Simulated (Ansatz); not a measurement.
5 guesses for Si3C and where they end

Computed with Ansatz, DFT PBE, scalar-relativistic, plane waves, PAW. Settings: cutoff 420 eV, Γ-centred meshes spaced at most about 0.3 Å⁻¹, and about 0.25 Å⁻¹ or finer for metals (2π included), Gaussian smearing. No spin polarisation in the final relaxations.

Each guess was relaxed in cell and atoms at zero pressure, within the symmetry of its start. Temperature and zero-point effects are left out. Coordination counts Si atoms around C (those within 1.25 times the shortest such distance or 1.15 times the sum of covalent radii; a plus sign parts nearer from farther groups; the shortest distance is added where it is long for a bond). For orderings, «n of Z unlike» gives the unlike atoms among the Z nearest shared sites at the start, averaged over those sites.

| guess | made from | start group | V start (Å³/atom) | end group | V end (Å³/atom) | coordination at the end | gap on mesh (eV) | E over the lowest end (meV/atom) |
| --- | --- | --- | --- | --- | --- | --- | --- | --- |
| 1 | Si/C on diamond sites, 2.0 of 4 unlike | P-4m2 | 14.6 | P-4m2 | 14.9 | C 4 | 0 | 0 |
| 2 | Si/C on fcc sites, 5.0 of 12 unlike | Cmmm | 14.6 | Cmmm | 12.3 | C 10+2 from 2.5 Å | 0 | 1085 |
| 3 | Si/C on hcp sites, 3.0 of 12 unlike | P-6m2 | 14.6 | P-6m2 | 12.0 | C 6 | 0 | 433 |
| 4 | Si/C ordered on a cell of Si | P6/mmm | 14.6 | ? | ? | ? | ? | ? |
| 5 | Si/C on fcc sites, 5.0 of 12 unlike | Pmmm | 14.6 | P4/mmm | 11.6 | C 8 from 2.3 Å | 0 | 836 |

Guess 4 as it starts:

```cif
data_structure
_symmetry_space_group_name_H-M 'P6/mmm'
_symmetry_Int_Tables_number 191
_cell_length_a 2.6185
_cell_length_b 2.6185
_cell_length_c 9.8356
_cell_angle_alpha 90.000
_cell_angle_beta 90.000
_cell_angle_gamma 120.000
_cell_volume 58.40
loop_
_atom_site_label
_atom_site_type_symbol
_atom_site_symmetry_multiplicity
_atom_site_Wyckoff_symbol
_atom_site_fract_x
_atom_site_fract_y
_atom_site_fract_z
_atom_site_occupancy
Si1 Si 2 e 0.00000 0.00000 0.75000 1
Si2 Si 1 b 0.00000 0.00000 0.50000 1
C1 C 1 a 0.00000 0.00000 0.00000 1
```

Problem. Predict the end of this guess and its energy over the lowest end.

Solution. It ends in space group P6/mmm (No. 191), with a = 2.581 Å, c = 8.901 Å, 12.8 Å³/atom and no gap. It lies 0.72 eV/atom over the lowest end, above guess 3 and below guess 5. Counting Si atoms around C, this end has C 2 and the lowest (guess 1) has C 4. The lowest (guess 1) holds Si–Si nets (shortest 2.28 Å); in this end the shortest Si–Si distance is 2.57 Å, near bonding range too.

Space group P6/mmm (No. 191). a = 2.581 Å, b = 2.581 Å, c = 8.901 Å, α = 90.00°, β = 90.00°, γ = 120.00°
| atom | site | symmetry | x | y | z |
| --- | --- | --- | --- | --- | --- |
| Si | 2e | 6mm | 0.0000 | 0.0000 | 0.7884 |
| Si | 1b | 6/mmm | 0.0000 | 0.0000 | 0.5000 |
| C | 1a | 6/mmm | 0.0000 | 0.0000 | 0.0000 |

Energies over the elements count from the elements' standard structures at the same level, with no fitted energy shifts.

Problem. Is the lowest end bound against the elements?

Solution. No: its formation energy is +0.28 eV/atom. The separate elements lie lower, so it is unstable against them.

The reference form of C is held partly by dispersion forces, which this level lacks. Cells relaxed within their symmetry can be saddle points. A lower structure may well exist outside this small set. Some candidate types were left out of the draw beforehand, so a known form may be missing.
